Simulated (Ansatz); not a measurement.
Crystal: ScAl3.

```xyz
4
Lattice="4.0878 0.0000 0.0000 0.0000 4.0878 0.0000 0.0000 0.0000 4.0878" Properties=species:S:1:pos:R:3 pbc="T T T"
Sc    0.0000    0.0000    0.0000
Al    2.0439    2.0439    0.0000
Al    0.0000    2.0439    2.0439
Al    2.0439    0.0000    2.0439
```

The cell is a database's computed one.

| Quantity | Value |
| --- | --- |
| Program | Ansatz 0.2.0 |
| Task | relaxation of cell and atoms |
| Functional | PBEsol |
| Dispersion | D3(BJ) |
| Potentials or basis | Ansatz PAW |
| Cutoff | 420 eV (not typed: the program's choice for these potentials) |
| k mesh | 7 × 7 × 7 |
| Occupations | fermi-dirac, width 0.05 eV |
| Spin | no spin polarisation |

At the start: volume 17.08 Å³/atom.

Question: How do energy, volume and symmetry change on relaxing?

Answer: It ends after 5 steps and the volume is 16.23 Å³/atom (-4.9 %); space group Pm-3m (No. 221, to 0.05 Å).

The path:
| step | energy change (eV) | largest force (eV/Å) | volume (Å³) |
| --- | --- | --- | --- |
| 1 | 0.0000 | 0.0000 | 68.31 |
| 2 | -0.0218 | 0.0000 | 62.46 |
| 3 | -0.0518 | 0.0000 | 65.11 |
| 4 | -0.0521 | 0.0000 | 64.93 |
| 5 | -0.0512 | 0.0000 | 64.93 |

Final structure:
```yaml
crystal:
  lattice:
    - [4.01924, 0.00000, 0.00000]
    - [0.00000, 4.01924, 0.00000]
    - [0.00000, 0.00000, 4.01924]
  atoms:
    - { symbol: Sc, position: [0.00000, 0.00000, 0.00000] }
    - { symbol: Al, position: [0.50000, 0.50000, 0.00000] }
    - { symbol: Al, position: [0.00000, 0.50000, 0.50000] }
    - { symbol: Al, position: [0.50000, 0.00000, 0.50000] }
```

Caveat: the plane-wave basis is chosen anew once the cell has moved, so the energies of steps on either side of that aren't comparable; pairwise dispersion overbinds metals, which lowers pressure and volume; the PAW data sets come from PBE, with cores solved anew for the run's functional, which leaves a small shift of forces and pressure.
